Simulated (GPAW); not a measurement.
ZnSe (Stilleite):

```xyz
2
Lattice="0.0000 2.8338 2.8338 2.8338 0.0000 2.8338 2.8338 2.8338 0.0000" Properties=species:S:1:pos:R:3 pbc="T T T"
Se    4.2507    4.2507    4.2507
Zn    0.0000    0.0000    0.0000
```

Base run:

```yaml
Program: GPAW 26.7.0
Functional: r2SCAN
Potentials_or_basis: GPAW PAW data sets (gpaw-data 1.2.1)
Cutoff: 600 eV
Basis: pw
k_mesh: 8 × 8 × 8
Occupations: fermi-dirac, width 0.05 eV
Spin: no spin polarisation
```

Its results: band gap on the k mesh 1.87 eV, direct.

Problem. The run is repeated on the same cell with these changes: functional from r2SCAN to PBE0; cutoff from 600 eV to 450 eV; k mesh from 8 × 8 × 8 to 3 × 3 × 3. What comes out?

Solution. Band gap on the k mesh 3.16 eV, direct.

Several settings changed at once, so the effect can't be laid on one alone.

Caveats: some runs use coarse meshes; exact exchange converges slowly with the k mesh, and this mesh is small (some runs).
